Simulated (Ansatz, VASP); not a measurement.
# CdS: VASP beside Ansatz

```xyz
2
Lattice="0.0000 2.9817 2.9817 2.9817 0.0000 2.9817 2.9817 2.9817 0.0000" Properties=species:S:1:pos:R:3 pbc="T T T"
Cd    0.0000    0.0000    0.0000
S     4.4725    4.4725    4.4725
```

Change from the starting cell: volume scaled by 1.04.

Alike in both runs: task single point; functional PBEsol; k mesh 7 × 7 × 7; occupations fermi-dirac, width 0.02 eV; no spin polarisation.

```csv
,VASP,Ansatz
version,VASP 6.6.1,Ansatz 0.2.0
potentials or method,"VASP PAW PBE potentials, release 64 (Cd, S), cutoff 520 eV","all-electron LAPW, scalar-relativistic"
```

Ansatz gave:

* gap on the k mesh at the Fermi level (eV): 0.87
* pressure (GPa): -3.7

Question: What did VASP give for the same quantities?

Answer: gap on the k mesh at the Fermi level (eV): 0.87; pressure (GPa): -3.4.

Ansatz ran all-electron here, so the differences hold the error of VASP's frozen core and of both bases.

Caveats: the PAW data sets were made with another functional, which shifts forces and pressure a little (VASP).
